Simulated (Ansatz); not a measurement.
Runs of Ansatz 0.2.0 on CuO. The typed cell holds 2 atoms: a = 2.993 Å, b = 2.993 Å, c = 2.993 Å, α = 60.00°, β = 60.00°, γ = 60.00°. The cell comes from a database or a generator and needn't be the stable form of this composition.

```csv
task,level,potentials or basis,U,cell,k mesh,cutoff (eV),points for each segment of the path,hubbard projectors,double counting,atoms under strain,mesh quality,gap on the mesh (eV),pressure (GPa),relaxed volume (Å³/atom),largest force (eV/Å)
band structure,PBE,Ansatz NC,-,as given,11 × 11 × 11,1252,14,-,-,-,not flagged,none,18.4,-,0.95
band structure,PBE+U,Ansatz PAW,Cu d U = 5.3 eV,as given,11 × 11 × 11,420,14,ortho-atomic (the default),fll (the default),-,not flagged,none,21.3,-,1.27
relaxation of cell and atoms,LDA+U,Ansatz PAW,Cu d U = 5.3 eV,relaxed,11 × 11 × 11,420,-,ortho-atomic (the default),fll (the default),-,not flagged,none,0.0,8.88,-
relaxation of cell and atoms,PBEsol+D3(BJ),Ansatz PAW,-,relaxed,11 × 11 × 11,420,-,-,-,-,not flagged,none,0.0,8.89,-
single point,PBE,Ansatz PAW,-,as given,19 × 19 × 19,420,-,-,-,-,not flagged,none,18.5,-,0.94
elastic constants,LDA,Ansatz PAW,-,as given,9 × 9 × 9,420,-,-,-,relaxed,not flagged,none,-15.1,-,-
relaxation of cell and atoms,PBEsol+U,Ansatz PAW,Cu d U = 4.5 eV,relaxed,11 × 11 × 11,420,-,ortho-atomic (the default),fll (the default),-,not flagged,none,0.0,9.20,-
single point,PBE,Ansatz PAW,-,as given,11 × 11 × 11,300,-,-,-,-,not flagged,none,17.8,-,(c)
relaxation of cell and atoms,BLYP+D3(BJ),Ansatz PAW,-,relaxed,11 × 11 × 11,420,-,-,-,-,not flagged,none,0.0,(a),-
single point,PBE,Ansatz PAW,-,as given,4 × 4 × 4,420,-,-,-,-,coarse,none,18.5,-,(b)
```

Alike in all rows: no spin polarisation; smearing fermi-dirac 0.05 eV.

Problem. Estimate the missing entries.

Solution. (a) 9.38; (b) 0.91; (c) 0.84.

Caveats: some runs use coarse meshes; an odd number of electrons without spin polarisation forces a metal; a magnetic or distorted state may lie lower; the run has no spin polarisation, though such a crystal can be magnetic; semilocal functionals often make such compounds metallic where correlation or magnetic order opens a gap, which also shifts bond lengths (some runs); so large a pressure means that the cell lies far from this level's equilibrium, or that cutoff or potentials fall short (some runs); the PAW data sets come from PBE, with cores solved anew for the run's functional, which leaves a small shift of forces and pressure (some runs); the plane-wave basis is chosen anew once the cell has moved, so the energies of steps on either side of that aren't comparable (some runs).

A gap of «none» marks a metal or a gap under the smearing width.
